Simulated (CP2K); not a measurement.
Runs of CP2K 2026.2 on Sr. The structure is cubic, space group Fm-3m (No. 225). The conventional cell has a = 6.085 Å, b = 6.085 Å, c = 6.085 Å, α = 90.00°, β = 90.00°, γ = 90.00°. Sr (site symmetry m-3m) is surrounded by 12 Sr at 4.30 Å. 

| task | level | EPS_DEFAULT | NGRIDS | points a segment of the path (NPOINTS) | bands added on the path | cutoff of the non-local correlation (Ry) | gap on the mesh (eV) | pressure (GPa) |
| --- | --- | --- | --- | --- | --- | --- | --- | --- |
| single point | PW91 | 1.0E-9 | 4 | - | - | - | none | -0.4 |
| band structure | AM05 | 1.0E-10 | 5 | 6 | 6 | - | none | -0.6 |
| single point | PBEsol | 1.0E-9 | 4 | - | - | - | none | (a) |
| band structure | rev-vdW-DF2 | 1.0E-10 | 5 | 6 | 6 | 300 | none | (b) |
| band structure | LDA | 1.0E-10 | 5 | 6 | 6 | - | none | -1.5 |

Alike in all rows: potentials or basis POTENTIAL_UZH Sr GTH-PBE-q10; TZVP-MOLOPT-PBE-GTH basis; no spin polarisation; cell as given; k mesh 8 × 8 × 8; smearing fermi-dirac 0.05 eV.

Task: Fill in the values left out.

Result: (a) -0.9; (b) -0.7.

Caveats: the potentials were made for another functional, which shifts forces and pressure; the basis of atomic orbitals isn't converged, which shifts pressures, moduli and gaps.

A k mesh can miss the band edges, and the runs leave out spin-orbit coupling on Sr.

A gap of «none» marks a metal or a gap under the smearing width.

Runs at the PBE level aren't shown here.
